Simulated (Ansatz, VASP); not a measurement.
# HfN: VASP beside Ansatz

```xyz
2
Lattice="0.0000 2.2739 2.2739 2.2739 0.0000 2.2739 2.2739 2.2739 0.0000" Properties=species:S:1:pos:R:3 pbc="T T T"
Hf    0.0000    0.0000    0.0000
N     2.2739    2.2739    2.2739
```

Alike in both runs: functional PBE; k mesh 16 × 16 × 16; occupations fermi-dirac, width 0.05 eV; no spin polarisation.

Ansatz relaxed the structure, and its values are those at the end. VASP's run is a single point on that final structure, the one shown.

|  | VASP | Ansatz |
| --- | --- | --- |
| version | VASP 6.6.1 | Ansatz 0.2.0 |
| potentials or method | VASP PAW PBE potentials, release 64 (Hf_pv, N) | PAW with Ansatz's default frozen-core files, scalar-relativistic |
| plane-wave cutoff (eV) | 520 | 420 |
| valence electrons in the cell | 15 | 31 |

Ansatz gave:

| Property | Result |
| --- | --- |
| pressure (GPa) | 0.0 |

Task: Estimate VASP's values.

Result: Pressure (GPa): -2.3.

The two sets of potentials don't hold the same shells in valence.

Spin-orbit coupling is left out, which matters for the levels of Hf.
